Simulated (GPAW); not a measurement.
The system is Li2Se.

```xyz
3
Lattice="0.0000 3.0025 3.0025 3.0025 0.0000 3.0025 3.0025 3.0025 0.0000" Properties=species:S:1:pos:R:3 pbc="T T T"
Se    0.0000    0.0000    0.0000
Li    4.5038    4.5038    4.5038
Li    1.5012    1.5012    1.5012
```

Base run:

```yaml
Program: GPAW 26.7.0
Functional: PBEsol
Potentials_or_basis: PAW data sets generated in the run's folder for this functional
Cutoff: 800 eV
Basis: pw
k_mesh: 8 × 8 × 8
Occupations: fermi-dirac, width 0.05 eV
Spin: no spin polarisation
```

Its results: band gap on the k mesh 2.84 eV, indirect (least direct gap 3.24 eV); pressure -0.9 GPa.

The run is repeated on the same cell with these changes: spin from no spin polarisation to spin-orbit coupling, no magnetisation. What comes out?

Band gap on the k mesh 2.70 eV, indirect (least direct gap 3.10 eV); pressure -0.9 GPa.

Spin-orbit coupling splits the band edges, which narrows the gap.

Caveats: spin-orbit coupling was added after a scalar SCF, so levels and gaps hold it while energy, forces, pressure and moments don't (some runs); this program's spin-orbit splittings come out too wide for heavy elements (some runs).
